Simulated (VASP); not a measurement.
# NaCl (rocksalt), PBE0 single-point calculation: Ansatz's output and VASP's

```cif
data_structure
_symmetry_space_group_name_H-M 'P 1'
_symmetry_Int_Tables_number 1
_cell_length_a 3.9636
_cell_length_b 3.9636
_cell_length_c 3.9636
_cell_angle_alpha 60.000
_cell_angle_beta 60.000
_cell_angle_gamma 60.000
_cell_volume 44.03
loop_
_atom_site_label
_atom_site_type_symbol
_atom_site_fract_x
_atom_site_fract_y
_atom_site_fract_z
_atom_site_occupancy
Na1 Na 0.00000 0.00000 0.00000 1
Cl1 Cl 0.50000 0.50000 0.50000 1
```

Ansatz printed

```
SCF 3 converged in 4 iterations: F = -2570.855601 eV  dr2 = 5.87e-10
  Residual-converged pass: ⟨swp⟩=2.0  Hψ=361  notcnv=0  max |occ|·‖R‖ = 2.4e-6 eV (tolerance 2.4e-6 eV)  dr2=5.88e-10  dr2_onsite=1.02e-11  max |Δocc| = 0.0e0
hybrid outer 2: dexx = +1.097e-7 eV, tail = 3.92e-9 eV, Δε = 2.66e-3 eV (about 7.53e-5 eV left of the loop's levels)
the search or the solves at the SCF's close seem to have found levels that the self-consistency loop had missed (the run counts 1). By its estimate they hold under 1e-12 electrons; where the run keeps them, the occupations were computed again with them
NSCF: frozen V_eff on 6 k-points
hybrid SCF converged: 2 outer / 9 inner (+2 warm-up), last move |dexx| = 1.10e-7 eV, tail = 3.92e-9 eV
Stability not checked: this state was not tested for a lower state beside it, because the functional holds exact exchange (a hybrid, or Hartree-Fock), whose exchange loop this test does not read (fock_operator; see scf.lower_state_search)
Free energy (F): -2570.855601 eV
Frozen-core exchange: fock
Harris-Foulkes:  -2570.855601 eV  (|F-HF|=3.70e-10)
Internal energy: -2570.855601 eV  (E = F + TS)
E sigma→0 (E₀):  -2570.855601 eV
Fermi energy:    -0.145695 eV
--- Per-component energies (eV) ---
  E_band       = -276.987898
  E_kinetic    = 283.573019
  E_local      = -1522.407119  (includes V_loc(G=0)·N_el)
  E_nonlocal   = 143.625242
  E_hartree    = 537.393052
  E_xc         = -113.334082
  E_vxc        = -133.716795  (∫ρ·V_xc dr)
  E_exx        = -65.110492  (= α·E_x^exact, valence–valence)
  E_paw        = -892.525307  (= ΣΔE_a)
  E_vpaw       = 7.372883  (= ΣTr[D̂ρ^β])
  E_aug_tail   = 0.000070  (compensation charges beyond the density's cutoff)
  E_ewald      = -941.932567
  E_core_change = -0.137417  (= ΣΔE_core)
  E_smearing   = -0.000000  (= −TS)
  E_closure    = 0.000000  (closes the sum)
  Σ components = -2570.855601   (vs F -2570.855601, Δ=-4.55e-13)
--- Forces (eV/Å), atoms counted from 1 ---
  atom   1  Na     0.00000000     0.00000000     0.00000000
  atom   2  Cl     0.00000000    -0.00000000     0.00000000
  max |Σ_I F_I| component: 7.98e-30 eV/Å
--- Stress (GPa, compression-positive) ---
        0.612267      -0.000000       0.000000
        0.000000       0.612267      -0.000000
        0.000000      -0.000000       0.612267
  P = ⅓ Tr σ = 0.6123 GPa (6.123 kbar)
--- Band table (eV; the first three rows and the last of 16) ---
  k-point 0: bands = ["-52.7751", "-22.9449", "-22.9449", "-22.9449", "-14.0715", "-0.1457", "-0.1457", "-0.1457", "7.1357", "13.1902", "13.1902", "13.1902"]
  k-point 1: bands = ["-52.7749", "-22.9527", "-22.9453", "-22.9453", "-13.9800", "-0.7935", "-0.2247", "-0.2247", "7.9832", "12.3747", "13.4991", "13.4991"]
  k-point 2: bands = ["-52.7745", "-22.9680", "-22.9462", "-22.9462", "-13.7888", "-1.8323", "-0.3753", "-0.3753", "9.0846", "12.2912", "13.3462", "13.3462"]
  k-point 15: bands = ["-52.7739", "-22.9626", "-22.9564", "-22.9548", "-13.6170", "-1.7545", "-1.1678", "-0.9414", "10.5636", "10.8700", "12.6924", "14.3718"]
```

The two codes use different PAW datasets and cutoffs. VASP's cell holds 14 valence electrons and Ansatz's 16. Ansatz's stress includes a Pulay correction; VASP's doesn't.

Problem. What does VASP give for the same cell and level of theory?

Solution. gap between bands v and c 7.27 eV; least direct gap 7.27 eV; pressure 0.6 GPa.

From OUTCAR

```
k-points           NKPTS =     16   k-points in BZ     NKDIM =    216   number of bands    NBANDS=     14

   NELECT =      14.0000    total number of electrons

   dimension x,y,z NGX =    30 NGY =   30 NGZ =   30
   dimension x,y,z NGXF=    60 NGYF=   60 NGZF=   60

  energy-cutoff  :      520.00
  volume of cell :       44.03
      direct lattice vectors                 reciprocal lattice vectors
     0.000000000  2.802698817  2.802698817    -0.178399476  0.178399476  0.178399476
     2.802698817  0.000000000  2.802698817     0.178399476 -0.178399476  0.178399476
     2.802698817  2.802698817  0.000000000     0.178399476  0.178399476 -0.178399476

 k-points in reciprocal lattice and weights: KPOINTS created by Atomic Simulation Env
   0.00000000  0.00000000  0.00000000       0.005
   0.16666667  0.00000000  0.00000000       0.037
   0.33333333  0.00000000  0.00000000       0.037
   0.50000000  0.00000000  0.00000000       0.019
   0.16666667  0.16666667  0.00000000       0.028
   0.33333333  0.16666667  0.00000000       0.111
   0.50000000  0.16666667  0.00000000       0.111
  -0.33333333  0.16666667  0.00000000       0.111
   ...

 E-fermi :  -1.9157

 k-point     1 :       0.0000    0.0000    0.0000
  band No.  band energies     occupation
      1     -24.8819      2.00000
      2     -24.8819      2.00000
      3     -24.8819      2.00000
      4     -15.9483      2.00000
      5      -2.0157      2.00000
      6      -2.0157      2.00000
      7      -2.0157      2.00000
      8       5.2584      0.00000
      9      11.3867      0.00000
     10      11.3867      0.00000
     11      11.3867      0.00000
     12      13.7568      0.00000
     13      13.7568      0.00000
     14      15.0533      0.00000

 k-point     2 :       0.1667    0.0000    0.0000
  band No.  band energies     occupation
      1     -24.8896      2.00000
      2     -24.8824      2.00000
      3     -24.8824      2.00000
      4     -15.8563      2.00000
      5      -2.6638      2.00000
      6      -2.0944      2.00000
      7      -2.0944      2.00000
      8       6.1062      0.00000
      9      10.5436      0.00000
     10      11.6975      0.00000
     11      11.6975      0.00000
     12      13.4120      0.00000
     13      13.4120      0.00000
     14      16.3691      0.00000

 k-point     3 :       0.3333    0.0000    0.0000
  band No.  band energies     occupation
      1     -24.9046      2.00000
      2     -24.8833      2.00000
      3     -24.8833      2.00000
      4     -15.6640      2.00000
      5      -3.7041      2.00000
      6      -2.2445      2.00000
      7      -2.2445      2.00000
      8       7.2148      0.00000
      9      10.4316      0.00000
     10      11.5358      0.00000
     11      11.5358      0.00000
     12      14.5401      0.00000
     13      14.5401      0.00000
     14      15.7306      0.00000

 k-point     4 :       0.5000    0.0000    0.0000
  band No.  band energies     occupation
      1     -24.9121      2.00000
      2     -24.8837      2.00000
      3     -24.8837      2.00000
      4     -15.5630      2.00000
      5      -4.1504      2.00000
      6      -2.3161      2.00000
      7      -2.3161      2.00000
      8       7.3768      0.00000
      9      11.1493      0.00000
     10      11.2974      0.00000
     11      11.2974      0.00000
     12      15.4291      0.00000
     13      16.8476      0.00000
     14      16.8476      0.00000

 k-point     5 :       0.1667    0.1667    0.0000
  band No.  band energies     occupation
      1     -24.8887      2.00000
      2     -24.8840      2.00000
      3     -24.8840      2.00000
      4     -15.8296      2.00000
      5      -2.6821      2.00000
      6      -2.2006      2.00000
      7      -2.2006      2.00000
      8       6.3948      0.00000
      9      10.0373      0.00000
     10      12.0828      0.00000
     11      12.0828      0.00000
     12      12.1776      0.00000
     13      14.1626      0.00000
     14      17.4152      0.00000

 k-point     6 :       0.3333    0.1667    0.0000
  band No.  band energies     occupation
      1     -24.8991      2.00000
      2     -24.8855      2.00000
      3     -24.8851      2.00000
      4     -15.6785      2.00000
      5      -3.4166      2.00000
      6      -2.4001      2.00000
      7      -2.3596      2.00000
      8       7.5638      0.00000
      9       9.5652      0.00000
     10      10.9861      0.00000
     11      12.3234      0.00000
     12      13.4352      0.00000
     13      15.0792      0.00000
     14      17.6737      0.00000

 ...

  Total        0.1770197      0.1770197      0.1770197      0.0000000      0.0000000     -0.0000000
  in kB        6.4412902      6.4412902      6.4412902      0.0000000      0.0000000     -0.0000000
  external PRESSURE =       6.4412902 kB  Pullay stress =       0.0000000 kB

 POSITION                                       TOTAL-FORCE (eV/Angst)
 -----------------------------------------------------------------------------------
      0.00000      0.00000      0.00000         0.000000     -0.000000      0.000000
      2.80270      2.80270      2.80270        -0.000000      0.000000     -0.000000
 -----------------------------------------------------------------------------------
    total drift:                               -0.000000     -0.000000     -0.000000

  FREE ENERGIE OF THE ION-ELECTRON SYSTEM (eV)
  ---------------------------------------------------
  free  energy   TOTEN  =        -8.3926320072 eV

  energy  without entropy=       -8.3926320072  energy(sigma->0) =       -8.39263201
```
